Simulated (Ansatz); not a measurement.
# NiO: which magnetic state does the SCF reach?, part 3 of 3

Wanted: the lowest electronic state of NiO in this cell. One SCF may end in a higher state, so several starts are tried. NiO is taken in the deposited crystal structure (space group Fm-3m, primitive cell doubled), 4 atoms in the cell. Source: COD entry 4320499, which need not be the ambient phase.

Ansatz 0.2.0; DFT HSE06, PAW, plane waves, scalar-relativistic. Earlier steps stand in the parts before.

### 5 Spin on, no moments given (the program may seed its own), plain SCF

input.yaml

```yaml
crystal:
  lattice:
    - [0.0, 2.09791, 2.09791]
    - [2.09791, 0.0, 2.09791]
    - [4.19582, 4.19582, 0.0]
  atoms:
    - { symbol: Ni, position: [0.0, 0.0, 0.0] }
    - { symbol: Ni, position: [0.0, 0.0, 0.5] }
    - { symbol: O, position: [0.5, 0.5, 0.25] }
    - { symbol: O, position: [0.5, 0.5, 0.75] }
hamiltonian:
  xc: hse06
  pseudopotentials: { kind: paw }
basis:
  ecutwfc: 420
kpoints:
  mp_grid: { grid: [5, 5, 3] }
scf:
  occupations: { method: fermi_dirac, width: 0.05 }
  lower_state_search: "off"
output:
  forces: true
  stress: true
  write_density: true
  write_potential: true
  elf: true
  volumetric_format: npy
magnetization:
  spin_polarized: true
```

Command:

```console
$ ansatz run input.yaml --threads 4 --pin off --max-ram 10240MiB --backend cpu --events-out ev --progress --plain --runs-dir out
```

Log, shortened:

```text
[... 3 lines as in an earlier run ...]
band count auto-derived: 30 (N_el = 48.0; filled up to band 24; 29 by the electrons, moments and atoms)
[... 11 lines as in an earlier run ...]
Bands: 30, of which v1, the nominal top of the filled ones, is band 24 counted from 1 (23 counted from 0)
[... 12 lines as in an earlier run ...]
[...]
Spin contamination: 0.0061 ħ² per cell (⟨S²⟩ above its minimum at these occupations)
Per-site moments (μB) at R_I (Å): [(1.7288907241657054, 0.8653878749999999), (1.7288907241657057, 0.8653878750000001), (0.237365842003891, 0.8653878750000001), (0.23736584200389066, 0.8653878749999999)]
Free energy (F): -12810.400111 eV
Frozen-core exchange: fock
[...]
E sigma→0 (E₀):  -12810.400111 eV
Fermi energy:    14.162958 eV
[... 34 lines left out: energy terms, forces, stress, bands ...]
```

Wall time 23 s (4 threads of Arm Neoverse V1, shared host); peak memory 0.82 GiB.

Nothing new: the 30 iterations lead to the state found in step 2 (ferromagnetic).

### 6 Moments ++ scaled by 0.4, plain SCF

input.yaml

```yaml
crystal:
  lattice:
    - [0.0, 2.09791, 2.09791]
    - [2.09791, 0.0, 2.09791]
    - [4.19582, 4.19582, 0.0]
  atoms:
    - { symbol: Ni, position: [0.0, 0.0, 0.0], spin: 0.8 }
    - { symbol: Ni, position: [0.0, 0.0, 0.5], spin: 0.8 }
    - { symbol: O, position: [0.5, 0.5, 0.25] }
    - { symbol: O, position: [0.5, 0.5, 0.75] }
magnetization:
  spin_polarized: true
hamiltonian:
  xc: hse06
  pseudopotentials: { kind: paw }
basis:
  ecutwfc: 420
kpoints:
  mp_grid: { grid: [5, 5, 3] }
scf:
  occupations: { method: fermi_dirac, width: 0.05 }
  lower_state_search: "off"
output:
  forces: true
  stress: true
```

Command:

```console
$ ansatz run input.yaml --threads 4 --pin off --max-ram 10240MiB --backend cpu --events-out ev --progress --plain --runs-dir out
```

Log, shortened:

```text
[... 25 lines as in an earlier run ...]
Starting moments: Σ|m| = 1.6 μB on 2 of 4 sites
[... 2 lines as in an earlier run ...]
SCF iter   1: F=—  HF=-12818.775596 eV  |F-HF|=—  |Δ(HF+E_count)|=         —  Δρ=2.90e-1 (↑1.68e-1 ↓2.90e-1)  dr2=5.89e1  dr2_m=1.52e0  M=0.461 μB ∫|m|=0.462 μB  β_m=0.30  ethr=1.00e-1  ⟨swp⟩=5.3  Hψ=3788  notcnv=0
[...]
[... 1 line as in an earlier run ...]
[...]
Spin contamination: 0.0061 ħ² per cell (⟨S²⟩ above its minimum at these occupations)
Per-site moments (μB) at R_I (Å): [(1.728891572324668, 0.8653878749999999), (1.7288915723246676, 0.8653878750000001), (0.2373681569884397, 0.8653878750000001), (0.23736815698843938, 0.8653878749999999)]
Free energy (F): -12810.400111 eV
Frozen-core exchange: fock
[...]
E sigma→0 (E₀):  -12810.400111 eV
Fermi energy:    14.162935 eV
[... 34 lines left out: energy terms, forces, stress, bands ...]
```

Run time: 38 s. Hardware: 4 threads of Arm Neoverse V1, shared host; peak memory 0.88 GiB.

This is the state of step 2 again (ferromagnetic), after 67 iterations.

### 7 A moment on one site alone, plain SCF

input.yaml, as its differences from that of step 6:

```diff
@@ -6,4 +6,4 @@
   atoms:
-    - { symbol: Ni, position: [0.0, 0.0, 0.0], spin: 0.8 }
-    - { symbol: Ni, position: [0.0, 0.0, 0.5], spin: 0.8 }
+    - { symbol: Ni, position: [0.0, 0.0, 0.0], spin: 2.0 }
+    - { symbol: Ni, position: [0.0, 0.0, 0.5] }
     - { symbol: O, position: [0.5, 0.5, 0.25] }
```

Command:

```console
$ ansatz run input.yaml --threads 4 --pin off --max-ram 10240MiB --backend cpu --events-out ev --progress --plain --runs-dir out
```

Log, shortened:

```text
[... 25 lines as in an earlier run ...]
Starting moments: Σ|m| = 2 μB on 1 of 4 sites
[... 2 lines as in an earlier run ...]
SCF iter   1: F=—  HF=-12818.251569 eV  |F-HF|=—  |Δ(HF+E_count)|=         —  Δρ=3.10e-1 (↑1.75e-1 ↓3.10e-1)  dr2=5.65e1  dr2_m=4.63e0  M=0.622 μB ∫|m|=0.645 μB  β_m=0.30  ethr=1.00e-1  ⟨swp⟩=5.4  Hψ=3802  notcnv=0
[...]
[... 1 line as in an earlier run ...]
[...]
Spin contamination: 1.9279 ħ² per cell (⟨S²⟩ above its minimum at these occupations)
Per-site moments (μB) at R_I (Å): [(1.6839372935622121, 0.8653878749999999), (-1.6839374030120426, 0.8653878750000001), (6.71736982073279e-8, 0.8653878750000001), (6.717369822871763e-8, 0.8653878749999999)]
Free energy (F): -12810.609019 eV
Frozen-core exchange: fock
[...]
E sigma→0 (E₀):  -12810.609019 eV
Fermi energy:    14.124188 eV
[... 34 lines left out: energy terms, forces, stress, bands ...]
```

It took 32 s on 4 threads of Arm Neoverse V1, shared host; peak memory 0.89 GiB.

The run ends in the same state as step 3 (antiferromagnetic); it took 34 iterations.

### 8 All ends together

```csv
step,iterations,state,moments of Ni1 Ni2 O3 O4 (μB),total (μB),gap (eV),pressure (GPa),above lowest (meV/atom)
2,31,2,1.73 1.73 0.24 0.24,4.00,3.08,-0.4,52.2
3,32,1,1.68 -1.68 0.00 0.00,0.00,4.53,-3.0,0.0
4,24,3,0.00 0.00 0.00 0.00,0.00,none,-14.2,1144
5,30,2,1.73 1.73 0.24 0.24,4.00,3.08,-0.4,52.2
6,67,2,1.73 1.73 0.24 0.24,4.00,3.08,-0.4,52.2
7,34,1,1.68 -1.68 0.00 0.00,0.00,4.53,-3.0,0.0
```

States are numbered from the lowest. Starts by step: 2 parallel moments, plain SCF; 3 opposed moments +-, plain SCF; 4 no spin polarisation; 5 spin on, no moments given (the program may seed its own), plain SCF; 6 moments ++ scaled by 0.4, plain SCF; 7 a moment on one site alone, plain SCF.

The 6 runs of this session took 2.7 min in all, from 13 s to 38 s each.

Decimal logarithm of the largest residual (eV) by iteration, counted through all cycles of a run:

```csv
iteration,step 2,step 3,step 4,step 5,step 6,step 7
1,1.7,1.7,-1.8,1.8,1.8,1.8
2,0.2,0.1,-2.7,1.1,0.0,0.2
3,0.1,0.0,-4.3,0.4,-0.2,0.2
4,-0.6,-0.1,-5.5,-0.4,-1.4,0.2
5,-0.8,-1.1,-6.3,-0.6,-0.8,0.2
7,-2.2,-0.9,-9.6,-2.0,-1.8,-0.2
13,-8.3,-0.5,-5.2,-8.2,-2.5,-5.2
19,-3.6,-5.1,-7.9,-3.6,-6.4,-4.5
25,-6.4,-8.8,-,-6.1,-0.1,-7.3
31,-8.4,-9.4,-,-,-3.9,-8.2
37,-,-,-,-,-0.1,-
43,-,-,-,-,-6.1,-
49,-,-,-,-,-2.4,-
55,-,-,-,-,-5.6,-
61,-,-,-,-,-5.8,-
67,-,-,-,-,-8.6,-
```

### 9 What came out

This closing draws on all 3 parts.

| quantity | value |
| --- | --- |
| distinct states | 3 from 6 converged runs |
| lowest state from plain starts | antiferromagnetic |
| its moments | Ni1 1.68, Ni2 -1.68 μB |
| total moment | 0.00 μB per cell |
| gap on the k-mesh | 4.53 eV |
| pressure | -3.0 GPa |
| largest force | 0.000 eV/Å |
| next state | ferromagnetic, 52.2 meV/atom higher |
| highest state | non-magnetic (no spin polarisation), 1144 meV/atom higher |

In words: 6 runs converged, to 3 different states. Switching spin polarisation off costs 1144 meV/atom in free energy, smearing entropy included. The best ferromagnetic state lies 52.2 meV/atom above the best antiferromagnetic one. The search isn't exhaustive: larger magnetic cells and non-collinear orders weren't tried. The mesh is coarse, so energy differences (and at times their sign) aren't converged. The mesh has less symmetry than the lattice, which lowers the symmetry of the run.
